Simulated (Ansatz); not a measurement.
## Trial structures of C: starts and ends

All numbers below come from DFT PBE, scalar-relativistic, plane waves, PAW in Ansatz. All cells share a 420 eV cutoff and Γ-centred k meshes spaced at most about 0.3 Å⁻¹ (2π included). No spin polarisation in the final relaxations.

Each guess was relaxed in cell and atoms at zero pressure, within the symmetry of its start. These are static total energies at zero pressure. Coordination counts all near atoms (those within 1.25 times the shortest such distance or 1.15 times the sum of covalent radii; a plus sign parts nearer from farther groups; a slash parts the counts of unlike sites).

```csv
guess,made from,start group,V start (Å³/atom),end group,V end (Å³/atom),coordination at the end,gap on mesh (eV),E over the lowest end (meV/atom)
1,"3-, 4-connected net, elements by coordination",Pmna,5.2,Fd-3m (diamond),5.7,C 4,4.15,0
2,4-connected net of one element,P-6m2,5.4,P-6m2,5.7,C 4,4.25,14
3,5-connected net of one element,I4_1/amd,4.2,I4_1/amd,8.5,C 1+2,2.39,370
4,"3-, 4-connected net of one element",Pmna,6.2,?,?,?,?,?
```

Guess 4 as it starts:

```cif
data_structure
_symmetry_space_group_name_H-M 'Pmna'
_symmetry_Int_Tables_number 53
_cell_length_a 4.2096
_cell_length_b 3.8246
_cell_length_c 4.5901
_cell_angle_alpha 90.000
_cell_angle_beta 90.000
_cell_angle_gamma 90.000
_cell_volume 73.90
loop_
_atom_site_label
_atom_site_type_symbol
_atom_site_symmetry_multiplicity
_atom_site_Wyckoff_symbol
_atom_site_fract_x
_atom_site_fract_y
_atom_site_fract_z
_atom_site_occupancy
C1 C 4 e 0.33256 0.00000 0.00000 1
C2 C 8 i 0.67854 0.64249 0.10590 1
```

Q: Fill in the missing row: what does this guess relax into, and where does it rank?

A: It ends in space group Pmna (No. 53), with a = 5.026 Å, b = 3.945 Å, c = 4.739 Å, 7.8 Å³/atom and a gap of 1.65 eV. It lies 0.87 eV/atom over the lowest end, above guess 3 and so the highest of the set. Counting all near atoms, this end has C 1+2/4 and the lowest (guess 1) has C 4.

Space group Pmna (No. 53). a = 5.026 Å, b = 3.945 Å, c = 4.739 Å, α = 90.00°, β = 90.00°, γ = 90.00°
```json
{"atom": "C", "site": "4e", "symmetry": "2..", "x": "0.3690", "y": "0.0000", "z": "0.0000"}
{"atom": "C", "site": "8i", "symmetry": "1", "x": "0.6668", "y": "0.6400", "z": "0.1170"}
```

Kohn–Sham gaps at this level usually fall short of measured ones. With atoms moved at random, Pmna came back. Other cells relaxed within their symmetry can be saddle points. The part of the Crystallography Open Database at hand lists C in space groups No. 58, 69, 71, 141, 166 and others; sharing a group (Fd-3m and I4_1/amd) doesn't make a cell the listed structure. Some types were kept out of the candidates beforehand, so the set may lack a known form.
